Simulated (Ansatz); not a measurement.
# VGe2N4 monolayer in a perpendicular field, part 2 of 3

Aim: how the VGe2N4 monolayer screens a field along its normal, and what the field does to its bands. A positive field points along +c.

Ansatz 0.2.0; plane-wave DFT, PBE-D3(BJ), Ansatz PAW.

So far. Step 2 (Relaxation): The lattice constant a goes from 3.020 to 2.984 Å.

## Step 3: Atoms held, field 0

A sawtooth potential applies the field, turning back in the middle of the vacuum. With the dipole correction the typed value is the field outside the slab. The induced dipole is small, so the SCF threshold is tight.

The cell differs from the one that the last finished run ended in (c 45.176 → 25.320 Å).

Contents of input.yaml:

```yaml
crystal:
  lattice:
    - [2.9841861413, 0.0, 0.0]
    - [-1.4920930706, 2.584381008, 0.0]
    - [0.0, 0.0, 25.3196035291]
  atoms:
    - { symbol: "N", position: [0.0, 0.0, 0.3554558028] }
    - { symbol: Ge, position: [0.3333333333, 0.6666666667, 0.3811232172] }
    - { symbol: "N", position: [0.3333333333, 0.6666666667, 0.4552747258], spin: -0.05 }
    - { symbol: V, position: [0.0, 0.0, 0.5], spin: 0.76 }
    - { symbol: "N", position: [0.3333333333, 0.6666666667, 0.5447252742], spin: -0.05 }
    - { symbol: Ge, position: [0.3333333333, 0.6666666667, 0.6188767828] }
    - { symbol: "N", position: [0.0, 0.0, 0.6445441972] }
magnetization:
  spin_polarized: true
kpoints:
  mp_grid: { grid: [18, 18, 1] }
  band_path:
    path: [[0, 0, 0], [0.5, 0, 0], [0.33333333, 0.33333333, 0], [0, 0, 0]]
    npoints: 16
hamiltonian:
  xc: pbe
  dispersion: d3bj
scf:
  occupations: { method: fermi_dirac, width: 0.02585 }
  convergence: { dr2_threshold: 1.0e-10 }
efield:
  axis: 3
  dipole_correction: true
  ramp_position: 0.97
  ramp_width: 0.06
  amplitude: 0
output:
  dos: { projected: true, e_range: [-6, 5] }
  write_potential: true
  write_density: true
  volumetric_format: npy
  elf: true
```

Run with:

```bash
ansatz run input.yaml --threads 4 --pin off --max-ram 6144MiB --backend cpu --events-out ev --progress --plain --runs-dir out
```

Numbers of over 12 decimals in the logs are rounded to 6 here.

The log of the run:

```text
[...]
Crystal: 7 atoms, lattice volume = 195.272 Å³
Basis set: ecut = 420 eV, 3721 PW (Γ)
Bands: 38, of which v1, the nominal top of the filled ones, is band 31 counted from 1 (30 counted from 0)
Symmetry: 6 space group operations
k-points: 37 of 324 (time reversal used)
[...]
Starting moments: Σ|m| = 0.86 μB on 3 of 7 sites
[...]
SCF iter   1: F=—  HF=-13036.552642 eV  |F-HF|=—  |Δ(HF+E_count)|=         —  Δρ=4.96e-2 (↑4.96e-2 ↓4.52e-2)  dr2=1.99e1  dr2_m=1.23e-1  M=0.345 μB ∫|m|=0.395 μB  β_m=0.63  ethr=3.10e-3  p=0.000 e·Å  D=2.15e-13 V/Å  ΔV_dip=-0.00 eV  dr2_dipole=3.72e-8  V_vac-E_F(+/−)=6.72/6.72 eV  ⟨swp⟩=10.0  Hψ=13479  notcnv=0
[...]
efield: sawtooth ramp at fractional position 0.9700 (set: `efield.ramp_position`, or a place that a band, a saddle search or an elastic batch's reference lends), width 0.0600; the density the first Hamiltonian is built on has a dipole p = 0.000 e·Å; the dipole correction subtracts the counter field D = 2.15e-13 V/Å, which shifts the + side's vacuum level by -0.00 eV against the − side's; the planar-averaged density in the ramp window peaks in size at 2.4e-5 e/Å³
[...]
SCF iter   2: F=—  HF=-13037.651263 eV  |F-HF|=—  |Δ(HF+E_count)|=    1.10e0  Δρ=1.87e-2 (↑1.87e-2 ↓1.85e-2)  dr2=2.72e0  dr2_m=3.94e-3  M=0.506 μB ∫|m|=0.554 μB  β_m=0.38  ethr=3.10e-3  p=0.000 e·Å  D=3.00e-5 V/Å  ΔV_dip=-0.00 eV  dr2_dipole=7.44e-8  V_vac-E_F(+/−)=6.39/6.39 eV  ⟨swp⟩=3.6  Hψ=6697  notcnv=0  defer=138
density mixer auto → msr1: a metal under ldos (density of states about μ 0.51 of a free-electron gas's, 18 screened modes)
SCF iter   3: F=—  HF=-13040.707848 eV  |F-HF|=—  |Δ(HF+E_count)|=    3.06e0  Δρ=1.21e-2 (↑8.68e-3 ↓1.21e-2)  dr2=3.13e-1  dr2_m=7.37e-2  M=0.764 μB ∫|m|=0.850 μB  β_m=0.53  ethr=3.10e-3  p=-0.000 e·Å  D=-1.19e-5 V/Å  ΔV_dip=0.00 eV  dr2_dipole=3.51e-9  V_vac-E_F(+/−)=5.83/5.83 eV  ⟨swp⟩=2.6  Hψ=4761  notcnv=0  defer=135
[...]
SCF iter  16: F=-13041.451395 eV  HF=-13041.451395 eV  |F-HF|=1.82e-11  |Δ(HF+E_count)|=  1.09e-11  Δρ=4.11e-8 (↑4.07e-8 ↓4.11e-8)  dr2=2.06e-11  dr2_m=6.45e-13  M=0.997 μB ∫|m|=1.226 μB  ethr=1.00e-12  p=-0.000 e·Å  D=-7.52e-9 V/Å  ΔV_dip=0.00 eV  dr2_dipole=1.16e-14  V_vac-E_F(+/−)=5.81/5.81 eV  ⟨swp⟩=10.9  Hψ=9602  notcnv=0
SCF 1 converged in 16 iterations: F = -13041.451395 eV  dr2 = 2.06e-11
[...]
NSCF: frozen V_eff on 49 k-points
efield: sawtooth ramp at fractional position 0.9700 (kept from the solve that this one continues, or follows in the run), width 0.0600; the density the first Hamiltonian is built on has a dipole p = -0.000 e·Å; the dipole correction subtracts the counter field D = -7.52e-9 V/Å, which shifts the + side's vacuum level by +0.00 eV against the − side's; the planar-averaged density in the ramp window peaks in size at 2.4e-5 e/Å³
SCF converged after 16 iterations
Magnetization: 0.9967 μB (30.9983 up, 30.0017 down)
Absolute magnetization: 1.2260 μB (∫|ρ↑−ρ↓|, with the PAW one-centre terms)
[...]
Per-site moments (μB) at R_I (Å): [(0.00380639, 0.759584), (0.00306061, 0.759584), (-0.049164, 0.774463), (0.778267, 0.850475), (-0.049164, 0.774463), (0.00306062, 0.759584), (0.00380631, 0.759584)]
Free energy (F): -13041.451395 eV
[...]
Internal energy: -13041.450923 eV  (E = F + TS)
E sigma→0 (E₀):  -13041.451159 eV
Entropy (-TS):   -0.000473 eV (-0.068 meV/atom)
Fermi energy:    1.024575 eV
Dipole field:    D = -0.000000 V/Å  (p = -0.000000 e·Å, saw-weighted, corrected)
Work function:   Φ+ = 5.8103 eV   Φ− = 5.8103 eV
Levels:          The Fermi level and band energies are counted from a zero that moves with the ramp; work functions are not
[...]
--- Band table (eV; the first three rows and the last of 74) ---
  k-point 0 ↑: bands = [... 27 lower, -0.9662, -0.9662, -0.3741, 0.9329, 3.2702, 3.2702, 3.3178, 3.4727, ... 3 higher]
  k-point 1 ↑: bands = [... 27 lower, -1.0678, -1.0158, -0.2837, 0.9517, 3.1417, 3.1458, 3.3286, 3.4360, ... 3 higher]
  k-point 2 ↑: bands = [... 27 lower, -1.2446, -1.1533, -0.2131, 0.8965, 2.9812, 2.9955, 3.3300, 3.4871, ... 3 higher]
  k-point 36 ↓: bands = [... 27 lower, -2.2900, -1.1069, -0.6024, 1.3051, 2.6918, 3.7236, 4.1377, 4.1943, ... 3 higher]
```

It took 22 s on 4 threads of Intel Xeon Platinum 8488C (Sapphire Rapids), shared host; peak memory 0.98 GiB; 85 s of CPU time.

In the SCF lines HF is the Harris–Foulkes energy and dr2 the Hartree energy of the density residual, in eV; the loop may stop once dr2 is under the threshold and the program's other checks hold. Hψ counts applications of the Hamiltonian.

This step gave:

| Item | Value |
| --- | --- |
| energy at zero smearing | -13041.4512 eV |
| total moment | 0.9967 μB |
| site moments | 0.003806, 0.003061, -0.04916, 0.7783, -0.04916, 0.003061, 0.003806 μB |
| dipole along the normal | -1.66e-7 e·Å |
| gap along the path | 0.2021 eV |
| ionisation energy, upper face | 5.883 eV |
| electron affinity, upper face | 5.681 eV |
| gap, the smaller of path and mesh | 0.2021 eV |

Running mean over a fixed 2.7 Å (it still follows the layers) of the planar mean; the ramp of the sawtooth is left out. Table of electron's electrostatic potential energy less the Fermi level by z:

| z (Å) | electron's electrostatic potential energy less the Fermi level (eV) |
| --- | --- |
| 4 | 5.81 |
| 5 | 5.81 |
| 6 | 5.79 |
| 7 | 5.39 |
| 8 | -0.360 |
| 9 | -6.99 |
| 10 | -8.55 |
| 11 | -6.43 |
| 12 | -7.59 |
| 13 | -8.62 |
| 14 | -6.28 |
| 15 | -8.19 |
| 16 | -7.87 |
| 17 | -2.92 |
| 18 | 4.53 |
| 19 | 5.77 |
| 20 | 5.81 |
| 21 | 5.81 |
| 22 | 5.81 |

The density of states has structure finer than the step of the table below, so its rows give means over 0.25 eV, whole bins alone (the curve runs from -6 to 2.11 eV). Peaks (eV: height): total -5.150: 7.67, -4.700: 9.95, -2.970: 10.3, -2.800: 8.36, -2.220: 7.74, -0.980: 11.2, 0.150: 8.94; up -5.170: 4.38, -4.700: 6.00, -3.300: 3.05, -2.970: 7.57, -2.250: 4.76, -0.980: 11.2, 1.580: 3.55; down -5.150: 5.38, -4.680: 5.42, -2.800: 5.29, -2.610: 4.14, -2.310: 4.16, -2.200: 6.17, 0.150: 8.94.

Density of states against energy, zero at the Fermi level of the run, which the smearing sets inside the gap; means over each step; values in states/eV a cell:

| energy (eV) | total | up | down |
| --- | --- | --- | --- |
| -5.75 | 3.45 | 1.77 | 1.68 |
| -5.50 | 2.09 | 0.969 | 1.12 |
| -5.25 | 3.83 | 2.03 | 1.80 |
| -5.00 | 3.32 | 1.70 | 1.63 |
| -4.75 | 6.28 | 3.23 | 3.05 |
| -4.50 | 3.67 | 1.66 | 2.01 |
| -4.25 | 2.33 | 1.21 | 1.12 |
| -4.00 | 3.50 | 1.84 | 1.66 |
| -3.75 | 3.17 | 1.59 | 1.57 |
| -3.50 | 3.11 | 1.61 | 1.50 |
| -3.25 | 3.66 | 1.87 | 1.79 |
| -3.00 | 6.45 | 3.60 | 2.85 |
| -2.75 | 5.93 | 2.79 | 3.13 |
| -2.50 | 5.90 | 2.91 | 2.98 |
| -2.25 | 6.03 | 2.84 | 3.19 |
| -2.00 | 3.72 | 1.74 | 1.98 |
| -1.75 | 2.37 | 1.10 | 1.27 |
| -1.50 | 1.06 | 0.501 | 0.554 |
| -1.25 | 1.22 | 0.460 | 0.764 |
| -1.00 | 2.48 | 2.48 | 0 |
| -0.75 | 1.08 | 1.08 | 0 |
| -0.50 | 0.341 | 0.341 | 0 |
| -0.25 | 0.290 | 0.290 | 0 |
| 0.00 | 0.210 | 0.120 | 0.0894 |
| 0.25 | 2.57 | 0.180 | 2.39 |
| 0.50 | 0.758 | 0.346 | 0.412 |
| 0.75 | 0.806 | 0.515 | 0.290 |
| 1.00 | 1.18 | 0.752 | 0.430 |
| 1.25 | 1.07 | 1.07 | 0 |
| 1.50 | 2.15 | 2.15 | 0 |
| 1.75 | 2.27 | 1.89 | 0.386 |

Projected DOS per atom over height of the atomic layer and energy from the Fermi level. Layers: N Ge N V N Ge N from below.

Ten even steps from '_' (0.00 states/eV) to '@' (1.87 states/eV), each cell a mean:
```
____..@@..____
____..%%..____
______==______
______--______
______==______
______%%______
______..______
______--______
______##______
..__..__..__..
--__::__::__--
++__++--++__++
==__%%==%%__==
++__##++##__++
--__==--==__--
::__------__::
--..------..--
--..........--
++::++--++::++
--..==::==..--
....::..::....
::..--..--..::
```
Columns: height of the atomic layer (Å) from 9 to 16.3 (not evenly spaced); rows upwards: energy from the Fermi level (eV) from -5.96 to 2.05.

Projected DOS per atom, spin up over height of the atomic layer and energy from the Fermi level. Layers: N Ge N V N Ge N from below.

Values in states/eV, 22 rows by 7 columns, each cell a mean:
```
0.07 0.07 0.25 1.01 0.25 0.07 0.07
0.06 0.04 0.22 1.45 0.22 0.04 0.06
0.01 0.01 0.08 0.76 0.08 0.01 0.01
0.00 0.00 0.04 0.49 0.04 0.00 0.00
0.00 0.00 0.02 0.28 0.02 0.00 0.00
0.00 0.00 0.01 0.09 0.01 0.00 0.00
0.01 0.00 0.02 0.24 0.02 0.00 0.01
0.01 0.00 0.04 0.66 0.04 0.00 0.01
0.02 0.01 0.06 1.35 0.06 0.01 0.02
0.14 0.01 0.18 0.02 0.18 0.01 0.14
0.31 0.01 0.22 0.08 0.22 0.01 0.31
0.56 0.02 0.41 0.31 0.41 0.02 0.56
0.45 0.04 0.72 0.49 0.72 0.04 0.45
0.56 0.09 0.69 0.52 0.69 0.09 0.56
0.32 0.06 0.39 0.33 0.39 0.06 0.32
0.27 0.07 0.31 0.36 0.31 0.07 0.27
0.30 0.10 0.29 0.32 0.29 0.10 0.30
0.32 0.11 0.13 0.16 0.13 0.11 0.32
0.53 0.20 0.47 0.39 0.47 0.20 0.53
0.32 0.16 0.43 0.29 0.43 0.16 0.32
0.17 0.10 0.20 0.13 0.20 0.10 0.17
0.27 0.17 0.35 0.17 0.35 0.17 0.27
```
Columns: height of the atomic layer (Å) from 9 to 16.3 (not evenly spaced); rows upwards: energy from the Fermi level (eV) from -5.96 to 2.05.

Projected DOS per atom, spin down over height of the atomic layer and energy from the Fermi level. Layers: N Ge N V N Ge N from below.

Ten even steps from '0' (0.00 states/eV) to '9' (1.43 states/eV), each cell a mean:
```
0006000
0000000
0000000
0001000
0003000
0009000
0000000
0000000
0000000
1010101
2010102
3032303
3053503
3043403
2021202
1021201
2021202
2010102
3132313
2121212
1010101
1120211
```
Columns: height of the atomic layer (Å) from 9 to 16.3 (not evenly spaced); rows upwards: energy from the Fermi level (eV) from -5.96 to 2.05.

Deep bands are left out, so band numbers here count from the lowest band kept and differ from the log's. Electronic bands along the path, in eV, zero at the Fermi level of the run, which the smearing sets inside the gap; # counts the bands kept:

| point | up #12 | up #13 | up #14 | up #15 | down #10 | down #12 | down #13 | down #14 |
| --- | --- | --- | --- | --- | --- | --- | --- | --- |
| Γ | -1.40 | -0.09 | 2.25 | 2.25 | -1.87 | -1.41 | 0.94 | 2.54 |
| halfway | -1.56 | -0.72 | 1.65 | 1.83 | -2.62 | -1.55 | 0.48 | 2.37 |
| M | -2.09 | -0.96 | 1.06 | 1.16 | -2.40 | -2.06 | 0.14 | 2.04 |
| halfway | -1.93 | -0.84 | 0.60 | 1.56 | -2.87 | -1.91 | 0.16 | 1.91 |
| K | -1.62 | -0.58 | 0.16 | 1.87 | -3.31 | -1.63 | 0.28 | 1.67 |
| halfway | -1.66 | -0.88 | 1.54 | 1.68 | -2.54 | -1.64 | 0.32 | 2.31 |
| Γ | -1.40 | -0.09 | 2.25 | 2.25 | -1.87 | -1.41 | 0.94 | 2.54 |

Spin density in the ca plane at fractional y = 0.667, with atoms of Ge and N within 0.2 Å of it.

Ten even steps from '0' (-5.88 × 1e-2 e/Å³) to '9' (9.98 × 1e-2 e/Å³), each cell a mean:
```
33333333333333333333444896443333333333333333
33333333333333333333445896443333333333333333
33333333333333333333334674333333333333333333
33333333333333333333213443213333333333333333
33333333333333333443202332003443333333333333
33333333333333333444202332003443333333333333
33333333333333333333213443213333333333333333
33333333333333333333334664333333333333333333
```
Columns run along c (16.0 Å, from fractional 0.16 to 0.79 of the cell), rows up along a (3.0 Å). Atoms in or near the plane, at fractional coordinates: Ge at (0.38, 0.33), N at (0.46, 0.33), N at (0.54, 0.33), Ge at (0.62, 0.33).

ELF in the ca plane at fractional y = 0.667, with atoms of Ge and N within 0.2 Å of it. It is the smooth field of the valence electrons, not physical close to the nuclei.

Values, 5 rows by 16 columns, each cell a mean:
```
0.00 0.00 0.00 0.00 0.00 0.01 0.23 0.62 0.50 0.10 0.14 0.15 0.13 0.09 0.41 0.64
0.00 0.00 0.00 0.00 0.00 0.01 0.13 0.48 0.41 0.25 0.51 0.15 0.46 0.30 0.36 0.51
0.00 0.00 0.00 0.00 0.00 0.00 0.02 0.20 0.12 0.52 0.67 0.39 0.67 0.62 0.12 0.22
0.00 0.00 0.00 0.00 0.00 0.00 0.02 0.17 0.05 0.54 0.51 0.41 0.53 0.63 0.06 0.18
0.00 0.00 0.00 0.00 0.00 0.00 0.08 0.37 0.32 0.37 0.70 0.22 0.66 0.44 0.30 0.40
```
Columns run along c (16.0 Å, from fractional 0.05 to 0.68 of the cell), rows up along a (3.0 Å). Atoms in or near the plane, at fractional coordinates: Ge at (0.38, 0.33), N at (0.46, 0.33), N at (0.54, 0.33), Ge at (0.62, 0.33).

Valence density in the ca plane at fractional y = 0.667, with atoms of Ge and N within 0.2 Å of it. It is the smooth field of the valence electrons, not physical close to the nuclei.

Ten steps, logarithmic in the rise over the least value, from '0' (0 e/Å³) to '9' (34 e/Å³), each cell a mean:
```
00000000000000000000122110000111111000011211
00000000000000000000122110000112111000011211
00000000000000000000112211111111111111112211
00000000000000000000013542223321123321245310
00000000000000000000027973245431135542489620
00000000000000000000027983345531135542489620
00000000000000000000014542234321134322255310
00000000000000000000112211112211112111112211
```
Columns run along c (16.0 Å, from fractional 0.05 to 0.68 of the cell), rows up along a (3.0 Å). Atoms in or near the plane, at fractional coordinates: Ge at (0.38, 0.33), N at (0.46, 0.33), N at (0.54, 0.33), Ge at (0.62, 0.33).

The gap is 0.20 eV, with the valence edge 5.88 eV and the conduction edge 5.68 eV under the upper vacuum level.

## Step 4: Single point, field 0.1 V/Å

input.yaml, as its differences from that of step 3:

```diff
@@ -31,5 +31,4 @@
   ramp_width: 0.06
-  amplitude: 0
+  amplitude: 0.1
 output:
-  dos: { projected: true, e_range: [-6, 5] }
   write_potential: true
@@ -37,2 +36 @@
   volumetric_format: npy
-  elf: true
```

The log of the run:

```text
[...]
Crystal: 7 atoms, lattice volume = 195.272 Å³
Basis set: ecut = 420 eV, 3721 PW (Γ)
Bands: 38, of which v1, the nominal top of the filled ones, is band 31 counted from 1 (30 counted from 0)
Symmetry: 6 space group operations
k-points: 37 of 324 (time reversal used)
[...]
Starting moments: Σ|m| = 0.86 μB on 3 of 7 sites
[...]
k-point 1 ↑: bands = [... 27 lower, -1.0679, -1.0158, -0.2839, 0.9516, 3.1323, 3.1540, 3.3282, 3.4359, ... 3 higher]
  k-point 2 ↑: bands = [... 27 lower, -1.2447, -1.1533, -0.2133, 0.8963, 2.9753, 3.0005, 3.3297, 3.4869, ... 3 higher]
  k-point 36 ↓: bands = [... 27 lower, -2.2902, -1.1087, -0.6008, 1.3049, 2.6916, 3.7233, 4.1374, 4.1939, ... 3 higher]
[key lines of the parts left out:]
SCF converged after 16 iterations
Magnetization: 0.9967 μB (30.9983 up, 30.0017 down)
Free energy (F): -13041.453161 eV
Fermi energy:    1.024399 eV
Dipole field:    D = 0.032732 V/Å  (p = 0.035322 e·Å, saw-weighted, corrected)
```

The job ended after 23 s (4 threads; peak memory 0.97 GiB).

The dipole is 0.0353 e·Å, and the gap 0.202 eV.

(Part 2 of 3 ends here.)

[Logs are printed without paths, hosts, clocks, repeated set-up lines and the standing remarks that a program may print on its own settings, such as how far it seeks lower states.]

[Hosts, paths, dates, database ids (printed as entryN), source tags and the programs' standing remarks are cut or masked in the printed files.]

[Maps of the electrostatic potential energy from Ansatz leave out the sawtooth potential of an applied field or a dipole correction, so their vacuum need not be flat; planar profiles and work functions include it.]

[The density of states shown here was stored with 400 of the rows of the run's finer table, so its peaks can read low, often by over a quarter, or be missed, and its means over a window can be off by a tenth or more.]
